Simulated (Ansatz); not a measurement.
Fluorite SrF2, treated with r²SCAN0 in Ansatz (plane waves, PAW).

Numerical settings: plane-wave cutoff 520 eV, 8×8×8 k mesh, Fermi–Dirac smearing 0.01 eV, scalar-relativistic PAW data made under PBE.

Properties against volume:

```
V (Å³/atom)  P (GPa)  direct gap at Γ (eV)  smallest gap on the k mesh (eV)
-----------  -------  --------------------  -------------------------------
15.184          4.44                10.614                           10.530
15.583          2.07                10.462                           10.373
15.989         -0.03                10.315                           10.221
16.382         -1.79                10.178                           10.080
16.782         -3.35                10.043                            9.943
```

The fundamental gap (10.22 eV at the equilibrium volume, on the SCF mesh) lies elsewhere than Γ–Γ.

Measured, for comparison: band gap 11.1 eV (temperature not stated, no zero-point or thermal correction; as tabulated in Aguado et al. (1999), arXiv:cond-mat/9901145).

Spin–orbit coupling is not included.

Ansatz is a quantum-chemistry and plane-wave program.
